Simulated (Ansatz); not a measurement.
**What spin–orbit coupling does to the bands of PbS**

```
CELL_PARAMETERS angstrom
0.00000 2.96500 2.96500
2.96500 0.00000 2.96500
2.96500 2.96500 0.00000
ATOMIC_POSITIONS crystal
Pb 0.00000 0.00000 0.00000
S 0.50000 0.50000 0.50000
```

Atom numbers follow the list: Pb1, S2.

The cell is COD entry 9000001, as deposited and not checked against the literature; nothing was relaxed.

Methods: DFT, PBE, all-electron LAPW, scalar-relativistic (Ansatz 0.2.0); DFT, PBE, all-electron LAPW, Dirac equation with spin-orbit coupling (Ansatz 0.2.0).

Settings: a Γ-centred 8×8×8 k mesh, Fermi–Dirac smearing of 0.01 eV, basis error target 0.5 meV/atom, no spin polarisation.

Levels between -8 and 4 eV, each run counted from its own valence-band top. Scalar levels are listed once for both spins; with the coupling every spinor state is counted. Levels near the edges of the range can cross them.

Question: At Γ (0.000, 0.000, 0.000) the scalar-relativistic levels are -6.03, -2.19 (×3). What are they with spin–orbit coupling?

Answer: -5.89 (×2), -2.41 (×2), -2.05 (×4), 3.54 (×2).

Question: At L (0.500, 0.500, 0.500) the scalar-relativistic levels are -1.80 (×2), 0.00, 0.35, 1.95 (×2). What are they with spin–orbit coupling?

Answer: -1.76 (×2), -1.74 (×2), 0.00 (×2), 0.09 (×2), 1.67 (×2), 2.60 (×2).

Question: At K (0.375, 0.375, 0.750) the scalar-relativistic levels are -7.98, -4.79, -2.96, -2.49, 3.32. What are they with spin–orbit coupling?

Answer: -7.80 (×2), -4.78 (×2), -2.95 (×2), -2.40 (×2), 3.03 (×2).

Question: Without the coupling the gap is 0.35 eV, direct at L (0.5, 0.5, 0.5) (so small a gap may close at points that the mesh and path miss). And with it?

Answer: 0.09 eV, direct at L (0.5, 0.5, 0.5) (so small a gap may close at points that the mesh and path miss).
